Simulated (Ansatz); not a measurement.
# Cu3Au (Auricupride): equation of state with PBE

Cu3Au (Auricupride):

```
Au Cu
1.0
     3.74000    0.00000    0.00000
     0.00000    3.74000    0.00000
     0.00000    0.00000    3.74000
Au Cu
1 3
Direct
  0.00000 0.00000 0.00000
  0.50000 0.50000 0.00000
  0.50000 0.00000 0.50000
  0.00000 0.50000 0.50000
```

- Program: Ansatz 0.2.0
- Task: equation of state
- Functional: PBE
- Potentials or basis: all-electron LAPW, scalar-relativistic
- Basis error allowed: 0.001 eV/atom
- k mesh: 7 × 7 × 7
- Occupations: fermi-dirac, width 0.05 eV
- Spin: no spin polarisation

* Equilibrium volume: 13.50 Å³/atom
* Bulk modulus: 142 GPa
* Pressure derivative of the bulk modulus: 5.1

Energy against volume, from the lowest point:
```
volume (Å³/atom)  energy (meV/atom)
          12.294              57.84
          12.555              33.89
          12.817              16.88
          13.078               6.00
          13.340               0.58
          13.602               0.00
          13.863               3.72
```

All runs of the series together: 100 s on 2 threads of Arm Neoverse V2, on a shared host.

Spin-orbit coupling is left out, which matters for the levels of Au. PBE usually gives volumes a little too large and moduli too small.
